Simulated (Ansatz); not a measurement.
**InSe: single point with PBE**

**Measured values to compare with.**

“The Interaction of Hydrogen with the van der Waals Crystal γ-InSe”, 2020, pmc:7321205 reports, for a bulk crystal of InSe at 300 K: band gap 1.25 eV.

Crystal: InSe.

```
CELL_PARAMETERS angstrom
2.00000 1.15470 8.44000
-2.00000 1.15470 8.44000
0.00000 -2.30940 8.44000
ATOMIC_POSITIONS crystal
In 0.88860 0.88860 0.88860
In 0.00000 0.00000 0.00000
Se 0.17190 0.17190 0.17190
Se 0.38350 0.38350 0.38350
```

```yaml
Program: Ansatz 0.2.0
Task: single point
Functional: PBE
Potentials_or_basis: Ansatz PAW
Cutoff: "420 eV (not typed: the program's choice for these potentials)"
k_mesh: 8 × 8 × 8
Occupations: gaussian, width 0.014 eV
Spin: no spin polarisation
```

The pressure is 2.7 GPa. The largest force is 0.365 eV/Å. The band gap on the k mesh is 0.44 eV, direct.

Forces in eV/Å, atoms in the order of the input:
```
In   0.000  0.000  0.365
In   0.000  0.000 -0.350
Se   0.000  0.000 -0.258
Se   0.000  0.000  0.242
```

Stress tensor (GPa, compression positive):
```
3.15 0.00 0.00
0.00 3.15 0.00
0.00 0.00 1.95
```

Levels at points of the mesh, in eV from the valence-band top:
```tsv
k point	band 25	band 26	band 27	band 28	band 29	band 30	band 31	band 32	band 33	band 34
(0.00, 0.00, 0.00)	-1.51	-1.30	-1.30	-1.21	-1.21	1.70	2.11	4.40	4.40	5.19
(0.00, 0.00, -0.50)	-3.46	-2.38	-2.34	-2.24	-1.67	1.22	1.97	3.64	3.99	4.81
(0.00, -0.50, -0.50)	-3.22	-2.65	-2.50	-2.05	-1.50	1.19	1.98	3.30	3.62	4.41
(-0.50, -0.50, -0.50)	-1.37	-1.37	-1.14	-1.14	0.00	0.44	2.17	4.32	4.32	5.62
```

Wall time 25 s on 2 threads of Intel(R) Xeon(R) Processor @ 2.50GHz (Skylake/Cascade Lake), on a shared host, peak memory 0.52 GiB.

Against the measured gap of InSe, 1.25 eV (300 K; “The Interaction of Hydrogen with the van der Waals Crystal γ-InSe”, 2020, pmc:7321205), the calculated 0.44 eV is off by -0.81 eV. Spin-orbit coupling on In, Se is left out. The value is that of PBE on a finite k mesh, which can miss the band edges, without temperature or zero-point motion. Semilocal functionals fall short of measured gaps as a rule.

Caveat: spin-orbit coupling is left out, which moves the levels of the heavy elements.
